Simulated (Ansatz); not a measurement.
The reference is ZnTe in the zinc blende structure (space group F-43m, No. 216).

```
CELL_PARAMETERS angstrom
      0.00000     3.08955     3.08955
      3.08955     0.00000     3.08955
      3.08955     3.08955     0.00000
ATOMIC_POSITIONS crystal
  Te 0.75000 0.75000 0.75000
  Zn 0.00000 0.00000 0.00000
```

Cartesian axes are those of the cell as printed.

Computed with Ansatz (a quantum-chemistry and plane-wave program), PBE, PAW, cutoff 420 eV, scalar-relativistic without spin-orbit coupling.

For the base:

The band gap is 1.08 eV and the valence-band top at Γ is 0.00, 0.00, 0.00 eV.

One thing is altered: a free-standing slab of 4 layers (8 atoms, 2 a layer) is cut normal to [110], with 15 Å of vacuum and the in-plane cell held at bulk.

### Question
Estimate the effect on the band gap, gap character, excess energy per area of both faces, valence-band top at Γ and change of the spacing d23 from its bulk value of 2.185 Å.

### Answer
The band gap rises by 0.675 eV, from 1.08 eV to 1.75 eV; the gap character is direct at Γ; the excess energy per area of both faces (slab less bulk energy over the cell's area: twice a surface energy) amounts to 0.47 J/m²; the valence-band top at Γ (three highest levels, from the VBM) changes from 0.00, 0.00, 0.00 eV to 0.00, -0.39, -0.46 eV; the change of the spacing d23 from its bulk value of 2.185 Å is +3.4 %.

Slab and bulk use different k-meshes, which limits the precision of the excess energy. With Te present, leaving out spin-orbit coupling can change the band edges. Stability against distortions was not tested. k-point labels follow each cell's own Brillouin zone.
